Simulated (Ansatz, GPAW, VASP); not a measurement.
# Sn: 4 runs at one level of theory

```
Sn
1.0
    -1.89465    1.89465    1.89465
     1.89465   -1.89465    1.89465
     1.89465    1.89465   -1.89465
Sn
1
Direct
  0.00000 0.00000 0.00000
```

This isn't the form of Sn at room conditions, which is tetragonal (white tin).

Alike in all runs: task single point; functional LDA; k mesh 10 × 10 × 10; occupations gaussian, width 0.02 eV; no spin polarisation; no spin-orbit coupling. LDA stands for any of its common fits. Pressure is positive in compression and, in plane waves, holds the error of the finite cutoff, which Ansatz's Pulay term estimates and takes out.

```tsv
program and potentials	plane-wave cutoff (eV)	notes	band gap (eV)	pressure (GPa)
Ansatz, Ansatz PAW	420	potentials made for PBE, which Ansatz adapts in part; 14 valence electrons an atom on average; Pulay term of +0.03 GPa included	no gap	-3.36
Ansatz, all-electron LAPW, scalar-relativistic	-	-	no gap	-3.35
GPAW, the program's PAW data sets (release 1.2.1) made for this functional	600	14 valence electrons an atom on average	no gap	-3.58
VASP, LDA PAW files Sn, 500 eV	500	4 valence electrons an atom on average	?	?
```

Question: Estimate from the other rows what the run with VASP, LDA PAW files Sn, 500 eV gave.

Answer: No band gap; pressure -3.46 GPa. The other rows, which needn't bracket it: pressure -3.58 to -3.35.
